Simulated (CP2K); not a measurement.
## SiNi in CP2K: the effect of functional

Crystal: SiNi.

```
CELL_PARAMETERS angstrom
2.94277 0.00000 0.00000
0.00000 3.28033 0.00000
0.00000 0.00000 4.67745
ATOMIC_POSITIONS crystal
Ni 0.50000 0.50000 0.34250
Ni 0.00000 0.00000 0.65750
Si 0.50000 0.50000 0.84314
Si 0.00000 0.00000 0.15686
```

The cell is a database's computed one.

Alike in all runs:

| Item | Value |
| --- | --- |
| Program | CP2K 2026.2 |
| Task | band structure |
| Potentials or basis | GTH_POTENTIALS Ni GTH-PBE-q18; POTENTIAL_UZH Si GTH-PBE-q4; TZVP-MOLOPT-SR-GTH, TZVP-MOLOPT-PBE-GTH basis |
| Density cutoff | 13606 eV |
| k mesh | 9 × 8 × 6 |
| Occupations | fermi-dirac, width 0.05 eV |
| Spin | collinear spin, ferromagnetic start |
| Starting moments | [1.0, 1.0, 0.0, 0.0] μB |

| functional | pressure (GPa) | largest force (eV/Å) |
| --- | --- | --- |
| LDA | -2.1 | 0.34 |
| PBEsol | 1.5 | 0.15 |
| rev-vdW-DF2 | 5.3 | 0.18 |
| RPBE | ? | ? |
| vdW-DF2 | 16.9 | 0.07 |
| r2SCAN | 0.9 | 0.12 |

Task: What does the run with functional RPBE give?

Result: Pressure 9.4 GPa; largest force 0.10 eV/Å.

Caveats: the potentials were made for another functional, which shifts forces and pressure; the basis of atomic orbitals isn't converged, which shifts pressures, moduli and gaps; the total moment is fixed, so each spin has its own Fermi level.

Runs at the PBE level aren't shown here.
